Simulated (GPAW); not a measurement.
The system is Cs2AgBiBr6.

```xyz
10
Lattice="0.0000 5.6161 5.6161 5.6161 0.0000 5.6161 5.6161 5.6161 0.0000" Properties=species:S:1:pos:R:3 pbc="T T T"
Bi    0.0000    0.0000    0.0000
Cs    8.4242    8.4242    8.4242
Cs    2.8081    2.8081    2.8081
Ag    5.6161    5.6161    5.6161
Br    8.4180    5.6161    5.6161
Br    2.8142    5.6161    5.6161
Br    5.6161    8.4180    5.6161
Br    5.6161    2.8142    5.6161
Br    5.6161    5.6161    8.4180
Br    5.6161    5.6161    2.8142
```

Base run:

```yaml
Program: GPAW 26.7.0
Functional: TB-mBJ
Potentials_or_basis: GPAW PAW data sets for LDA (gpaw-data 1.2.1)
Cutoff: 600 eV
Basis: pw
k_mesh: 3 × 3 × 3
Occupations: fermi-dirac, width 0.05 eV
Spin: no spin polarisation
```

Its results: band gap on the k mesh 2.73 eV, indirect (least direct gap 3.24 eV).

The run is repeated on the same cell with these changes: functional from TB-mBJ to PBE; potentials or basis from GPAW PAW data sets for LDA (gpaw-data 1.2.1) to GPAW PAW data sets (gpaw-data 1.2.1); cutoff from 600 eV to 500 eV. What comes out?

Band gap on the k mesh 1.88 eV, indirect (least direct gap 2.51 eV).

Caveats: spin-orbit coupling is left out, which as a rule narrows the gap of such compounds by several tenths of an eV; an odd mesh through Γ misses points on the zone boundary, where band edges often lie; a model potential gives levels but no total energy (some runs).

Not every run made on this cell is shown here.
